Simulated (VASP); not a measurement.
Write the native input for VASP 6.6.1 that does the following.

```
Task                   : dielectric tensor
Functional             : LDA
Potentials or basis    : VASP PAW LDA potentials, release 64 (Zn, Se)
Cutoff                 : 600 eV
k mesh                 : 14 × 14 × 14
Occupations            : gaussian, width 0.03 eV
Spin                   : no spin polarisation
Monkhorst-Pack mesh    : yes
Further INCAR settings : ALGO = Fast; EDIFF = 1e-08
```

The structure of ZnSe (Stilleite) lies in POSCAR:

```
ZnSe                                    
1.0
    0.0000000000      2.7879955257      2.7879955257
    2.7879955257      0.0000000000      2.7879955257
    2.7879955257      2.7879955257      0.0000000000
  Zn              Se            
     1     1
Direct
     1.0000000000000000    0.0000000000000000    1.0000000000000000
     0.2500000000000000    0.2500000000000000    0.2500000000000000
```

The input as run:

INCAR

```
SYSTEM = ZnSe
PREC     = Accurate       ! precision mode
ENCUT    = 600            ! plane-wave cutoff, eV
EDIFF    = 1E-8           ! SCF threshold, eV
ISMEAR   = 0              ! smearing method
SIGMA    = 0.03           ! smearing width, eV
LREAL    = .FALSE.        ! projectors in reciprocal space
LASPH    = .TRUE.         ! aspherical terms in the spheres
NELM     = 80             ! most SCF steps
ALGO     = Fast           ! electronic algorithm
ISIF     = 2              ! what is computed and relaxed
LWAVE    = .FALSE.        ! write WAVECAR
LCHARG   = .FALSE.        ! write CHGCAR
LEPSILON = .TRUE.         ! dielectric tensor by DFPT
```

KPOINTS

```
Automatic mesh
0
Monkhorst
  14 14 14
  0 0 0
```

Potentials or basis: VASP PAW LDA potentials, release 64 (Zn, Se).

Run with:

```console
$ cat potpaw_LDA.64/Zn/POTCAR potpaw_LDA.64/Se/POTCAR > POTCAR
$ mpirun -np 1 vasp_std > vasp.out
```

Results of the run:

```json
{
  "Electronic dielectric tensor (diagonal)": "7.43",
  "Born charges (mean of the diagonal)": "Zn +1.97; Se -1.97 e"
}
```

Wall time 21 min on 1 thread of Intel(R) Xeon(R) 6975P-C (Granite Rapids), on a shared host, peak memory 2.2 GiB.
